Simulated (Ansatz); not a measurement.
# GeS: the cost of one run

Method: DFT PBEsol, plane waves, PAW, scalar-relativistic, no spin polarisation, in Ansatz 0.2.0.

### Step 1. The system as given

The cell holds 8 atoms (Ge4S4): a = 10.546 Å, b = 3.668 Å, c = 4.328 Å, α = 90.00°, β = 90.00°, γ = 90.00°.

Structure file:

```
CELL_PARAMETERS angstrom
10.54621 0.00000 0.00000
0.00000 3.66750 0.00000
0.00000 0.00000 4.32828
ATOMIC_POSITIONS crystal
Ge 0.62200 0.25000 0.37300
Ge 0.87800 0.75000 0.87300
Ge 0.12200 0.25000 0.12700
Ge 0.37800 0.75000 0.62700
S 0.84910 0.25000 0.50110
S 0.65090 0.75000 0.00110
S 0.34910 0.25000 0.99890
S 0.15090 0.75000 0.49890
```

### Step 2. The run

The input, input.yaml:

```yaml
crystal:
  lattice:
    - [10.54620844, 0.0, 0.0]
    - [0.0, 3.6675019, 0.0]
    - [0.0, 0.0, 4.32827676]
  atoms:
    - { symbol: Ge, position: [0.622, 0.25, 0.373] }
    - { symbol: Ge, position: [0.878, 0.75, 0.873] }
    - { symbol: Ge, position: [0.122, 0.25, 0.127] }
    - { symbol: Ge, position: [0.378, 0.75, 0.627] }
    - { symbol: S, position: [0.8491, 0.25, 0.5011] }
    - { symbol: S, position: [0.6509, 0.75, 0.0011] }
    - { symbol: S, position: [0.3491, 0.25, 0.9989] }
    - { symbol: S, position: [0.1509, 0.75, 0.4989] }
kpoints:
  mp_grid: { grid: [2, 4, 4] }
magnetization:
  spin_polarized: false
scf:
  occupations: { method: gaussian, width: 0.1 }
hamiltonian:
  pseudopotentials: { kind: paw }
  xc: pbesol
basis:
  ecutwfc: 420
md:
  timestep: 3.0
  n_steps: 40
  ensemble: nve
  temperature: 300.0
  initial_velocities: maxwell_boltzmann
  seed: 64052
```

Started as:

```
ansatz run input.yaml --threads 2 --pin off --max-ram 2560MiB --backend cpu --events-out ev --progress --plain --runs-dir out
```

What time and memory should one allow on 2 threads of AMD EPYC 7R43 (Zen 3), shared host?

About 4 min, with a peak of 0.54 GiB.
